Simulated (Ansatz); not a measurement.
Computed with Ansatz 0.2.0, DFT PBE, scalar-relativistic, plane waves, PAW.

Structure of SiO2:

```xyz
12
Lattice="-2.6433 4.8252 4.4717 2.6433 -4.8252 4.4717 2.6433 4.8252 -4.4717" Properties=species:S:1:pos:R:3 pbc="T T T"
Si    0.0000    0.8232    7.5591
Si    0.0000    5.6485    1.3844
Si    2.6433    4.0020   -3.0874
Si    2.6433   -0.8232    3.0874
O     2.6433   -2.4126    3.4280
O     0.0000    7.2378    1.0438
O     1.3216    5.2450    2.2359
O     1.3216    4.4055   -2.2359
O     1.3216   -0.4197    2.2359
O    -1.3216    5.2450    2.2359
O     0.0000    0.0000    0.0000
O     0.0000    4.8252    0.0000
```

Plane waves to 420 eV, a k mesh through Γ of 6×6×6 on the computed 12-atom cell and Gaussian smearing (0.02 eV); no spin polarisation.

Levels along Γ–X–F0 | Σ0–Γ–Λ0 | G0–X | Γ–R–W–S–Γ–T–W, in eV from a zero inside the gap, sorted by energy at each point. Points in fractions of the primitive reciprocal vectors: Γ (0.000 0.000 0.000), X (0.500 -0.500 0.500), F0 (0.325 -0.325 0.675), Σ0 (-0.325 0.325 0.325), Λ0 (0.465 0.465 -0.465), G0 (0.535 -0.465 0.465), R (0.000 0.500 0.000), W (0.250 0.250 0.250), S (0.500 0.000 0.000), T (0.000 0.000 0.500).
```csv
point,"k (1/Å, with 2π)",band 29,band 30,band 31,band 32,band 33,band 34,band 35
Γ,0.000,-3.75,-3.38,-3.14,-2.69,2.69,5.69,5.77
-,0.130,-3.66,-3.37,-3.12,-2.69,2.79,5.60,5.66
-,0.260,-3.37,-3.33,-3.06,-2.70,3.08,5.31,5.43
-,0.391,-3.28,-3.14,-2.99,-2.71,3.52,5.07,5.21
-,0.521,-3.25,-2.99,-2.94,-2.71,4.06,4.91,5.06
X,0.651,-3.23,-2.94,-2.93,-2.71,4.60,4.63,5.01
-,0.734,-3.28,-2.94,-2.93,-2.74,4.64,4.67,5.03
-,0.817,-3.39,-2.97,-2.91,-2.82,4.76,4.78,5.11
-,0.901,-3.54,-3.03,-2.94,-2.90,4.93,4.94,5.22
-,0.984,-3.71,-3.10,-3.09,-2.89,5.09,5.16,5.38
F0,1.067,-3.86,-3.25,-3.18,-2.89,5.26,5.40,5.43
Σ0,1.067,-3.86,-3.25,-3.18,-2.89,5.26,5.40,5.43
-,1.222,-3.73,-3.55,-3.35,-2.91,4.62,5.57,5.87
-,1.376,-3.83,-3.52,-3.37,-2.95,3.87,5.80,6.11
-,1.531,-3.84,-3.68,-3.04,-3.02,3.26,5.86,6.00
-,1.685,-3.81,-3.52,-3.10,-2.79,2.84,5.79,5.81
Γ,1.840,-3.75,-3.38,-3.14,-2.69,2.69,5.69,5.77
-,1.970,-3.58,-3.33,-3.15,-2.72,2.80,5.59,5.77
-,2.101,-3.36,-3.19,-3.17,-2.78,3.09,5.35,5.42
-,2.231,-3.19,-3.16,-3.00,-2.85,3.53,5.05,5.11
-,2.362,-3.22,-3.02,-2.90,-2.82,4.07,4.76,4.93
Λ0,2.493,-3.23,-2.94,-2.92,-2.72,4.57,4.61,4.91
G0,2.493,-3.23,-2.94,-2.92,-2.72,4.57,4.61,4.91
-,2.502,-3.23,-2.94,-2.93,-2.72,4.59,4.61,4.92
-,2.512,-3.23,-2.94,-2.93,-2.72,4.61,4.61,4.94
-,2.522,-3.23,-2.94,-2.93,-2.71,4.60,4.62,4.96
-,2.532,-3.23,-2.94,-2.93,-2.71,4.60,4.63,4.99
X,2.542,-3.23,-2.94,-2.93,-2.71,4.60,4.63,5.01
Γ,2.542,-3.75,-3.38,-3.14,-2.69,2.69,5.69,5.77
-,2.680,-3.71,-3.44,-3.12,-2.76,2.81,5.70,5.83
-,2.818,-3.65,-3.58,-3.07,-2.92,3.15,5.69,6.03
-,2.956,-3.62,-3.61,-3.17,-2.97,3.64,5.67,5.96
-,3.094,-3.57,-3.54,-3.34,-2.93,4.24,5.56,5.73
R,3.232,-3.54,-3.49,-3.43,-2.91,4.77,5.07,5.70
-,3.298,-3.54,-3.50,-3.40,-2.92,4.79,5.08,5.67
-,3.363,-3.53,-3.50,-3.35,-2.95,4.84,5.11,5.59
-,3.428,-3.53,-3.51,-3.27,-2.99,4.93,5.16,5.47
-,3.493,-3.52,-3.51,-3.19,-3.04,5.04,5.21,5.35
W,3.558,-3.52,-3.52,-3.11,-3.11,5.17,5.17,5.33
-,3.677,-3.53,-3.48,-3.11,-3.09,4.74,4.95,5.62
-,3.796,-3.46,-3.43,-3.09,-3.04,4.33,4.64,5.96
-,3.915,-3.36,-3.34,-3.06,-2.96,3.99,4.39,6.06
-,4.033,-3.28,-3.24,-3.02,-2.88,3.76,4.23,5.82
S,4.152,-3.24,-3.21,-2.99,-2.85,3.68,4.17,5.73
-,4.248,-3.25,-3.25,-3.02,-2.82,3.46,4.42,5.76
-,4.344,-3.35,-3.27,-3.08,-2.77,3.16,4.83,5.82
-,4.440,-3.50,-3.32,-3.12,-2.73,2.91,5.25,5.86
-,4.535,-3.67,-3.36,-3.13,-2.70,2.75,5.60,5.78
Γ,4.631,-3.75,-3.38,-3.14,-2.69,2.69,5.69,5.77
-,4.767,-3.77,-3.46,-3.11,-2.75,2.81,5.74,5.76
-,4.902,-3.68,-3.56,-3.05,-2.91,3.14,5.76,5.85
-,5.038,-3.90,-3.39,-3.13,-3.02,3.63,5.77,5.99
-,5.173,-3.82,-3.40,-3.21,-3.03,4.24,5.50,6.08
T,5.309,-3.62,-3.62,-3.10,-3.10,4.90,4.90,6.17
-,5.379,-3.61,-3.61,-3.10,-3.10,4.91,4.91,6.00
-,5.449,-3.59,-3.59,-3.10,-3.10,4.95,4.95,5.79
-,5.519,-3.56,-3.56,-3.11,-3.11,5.02,5.02,5.59
-,5.590,-3.53,-3.53,-3.11,-3.11,5.10,5.10,5.42
W,5.660,-3.52,-3.52,-3.11,-3.11,5.17,5.17,5.33
```

This form isn't the usual stable structure of the compound.

Cost: 1 run of about 3.4 core-minutes, on Arm Neoverse V1 (shared hosts).